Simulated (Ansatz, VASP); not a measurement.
Rb: VASP beside Ansatz

```xyz
1
Lattice="-2.6657 2.6657 2.8761 2.6657 -2.6657 2.8761 2.6657 2.6657 -2.8761" Properties=species:S:1:pos:R:3 pbc="T T T"
Rb    0.0000    0.0000    0.0000
```

Change from the starting cell: strain -0.050 along x and y, +0.025 along z, atoms carried along.

Alike in both runs: task single point; functional PBEsol; k mesh 12 × 12 × 12; occupations gaussian, width 0.15 eV; no spin polarisation.

```csv
,VASP,Ansatz
version,VASP 6.6.1,Ansatz 0.2.0
potentials or method,"VASP PAW PBE potentials, release 64 (Rb_sv)","scalar-relativistic, plane waves, PAW"
plane-wave cutoff (eV),520,420
valence electrons in the cell,9,9
```

|  | VASP | Ansatz | Ansatz less VASP |
| --- | --- | --- | --- |
| gap on the k mesh at the Fermi level (eV) | none | none | - |
| pressure (GPa) | 0.2 | 0.2 | 0.00 |

A gap of «none» marks a metal or a gap that the smearing closes. With one functional, cell and mesh, what is left measures potentials, basis and numerics.

Caveats: the PAW data sets were made with another functional, which shifts forces and pressure a little (VASP).
